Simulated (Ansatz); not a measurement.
# How far is PAW off for MoP?

```
Mo P
1.0
     3.22300    0.00000    0.00000
    -1.61150    2.79120    0.00000
     0.00000    0.00000    3.19100
Mo P
1 1
Direct
  0.00000 0.00000 0.00000
  0.33333 0.66667 0.50000
```

Atoms are numbered in the order listed.

The cell is COD entry 1539074, as deposited and not checked against the literature; nothing was relaxed.

Spin polarisation is left out, and whether a magnetic state lies lower isn't shown here.

Levels of theory: DFT, PBE, PAW with Ansatz's default frozen-core files, scalar-relativistic (Ansatz 0.2.0); DFT, PBE, all-electron PAW with datasets made for the crystal, scalar-relativistic (Ansatz 0.2.0); DFT, PBE, all-electron LAPW, scalar-relativistic (Ansatz 0.2.0).

For PAW: a Γ-centred 15×15×13 k mesh, Fermi–Dirac smearing of 0.08 eV, cutoff 420 eV, no spin polarisation. The crystal-made all-electron datasets (AE datasets) take a cutoff of 300 eV at this cell. LAPW targets a basis error of 0.25 meV/atom. The Ansatz runs share mesh, smearing and spin set-up. Plane-wave (PAW) pressures include the program's estimate of the Pulay term.

Stress and pressure are positive in compression.

Spin–orbit coupling is left out, which moves gradients at and beside heavy atoms by some per cent and at worst by a factor of two.

In a metal, gradients converge slowly with the k mesh: the values move by tens of per cent from one mesh to another, at times in sign, so only the comparison on one mesh counts.

Levels count from the Fermi level.

```tsv
quantity	PAW	AE datasets	LAPW
pressure (GPa)	2.75	2.77	2.77
stress xx (GPa)	2.95	2.97	2.96
stress zz (GPa)	2.35	2.39	2.38
highest filled level at Γ (eV)	-0.704	-0.706	-0.706
lowest empty level at Γ (eV)	0.277	0.279	0.279
highest filled level at L (eV)	-1.038	-1.038	-1.038
lowest empty level at L (eV)	1.436	1.436	1.436
highest filled level at H (eV)	-1.309	-1.309	-1.309
lowest empty level at H (eV)	1.555	1.556	1.556
field gradient Vzz at P2 (10²¹ V/m²)	-0.62	-0.64	–
```

PAW's pressure differs from the LAPW value by -0.02 GPa. Datasets made for the crystal and LAPW share parts of one code, so their agreement isn't an independent check.
